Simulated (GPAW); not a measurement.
Input of a GPAW 26.7.0 run:

Contents of run.py:

```python
from ase import Atoms
from ase.dft.bandgap import bandgap
from ase.io import write
from ase.units import GPa
from gpaw import GPAW, PW, setup_paths

setup_paths.insert(0, '.')

atoms = Atoms(['Si', 'Si', 'C', 'C'],
              cell=[[3.076, 0.0, 0.0],
                    [-1.538, 2.663894142, 0.0],
                    [0.0, 0.0, 5.048]],
              scaled_positions=[[0.6666666667, 0.3333333333, 0.5],
                                [0.3333333333, 0.6666666667, 0.0],
                                [0.6666666667, 0.3333333333, 0.885],
                                [0.3333333333, 0.6666666667, 0.385]],
              pbc=True)

calc = GPAW(mode=PW(800),
            xc='PBEsol',
            kpts={'size': (9, 9, 5), 'gamma': True},
            occupations={'name': 'fermi-dirac', 'width': 0.05},
            nbands=18,
            convergence={'density': 1e-05, 'energy': 1e-05},
            maxiter=150,
            txt='gpaw.txt')
atoms.calc = calc
energy = atoms.get_potential_energy()
forces = atoms.get_forces()
stress = atoms.get_stress()
calc.write('gs.gpw')
write('result.traj', atoms)
print(f'Energy: {energy:.6f} eV')
print('Forces (eV/A):')
print(forces.round(4))
print('Stress (GPa):', (stress / GPa).round(3))
print('Fermi level:', round(calc.get_fermi_level(), 4), 'eV')
print(f'Gap: {bandgap(calc)[0]:.4f} eV, direct: {bandgap(calc, direct=True)[0]:.4f} eV')

path = atoms.cell.bandpath('GMKGALHA,LM,KH', npoints=60, eps=1e-4)
bs_calc = calc.fixed_density(kpts=path, symmetry='off', nbands=29,
                             convergence={'bands': 'CBM+6.0', 'eigenstates': 1e-6}, txt='bands.txt')
bs = bs_calc.band_structure()
bs.write('bs.json')
print(f'Gap on the path: {bandgap(bs_calc)[0]:.4f} eV')
```

Potentials or basis: PAW data sets generated in the run's folder for this functional, pw.

Command:

```console
$ gpaw-setup -f PBEsol C Si
$ OMP_NUM_THREADS=1 python run.py
```

(1) What does it give for the band gap on the k mesh?

(2) What does it give for the band gap along the path?

(3) Estimate the pressure.

Results:

(1) 2.16 eV, indirect (least direct gap 3.99 eV).

(2) 2.16 eV, indirect (least direct gap 3.96 eV).

(3) 1.5 GPa.
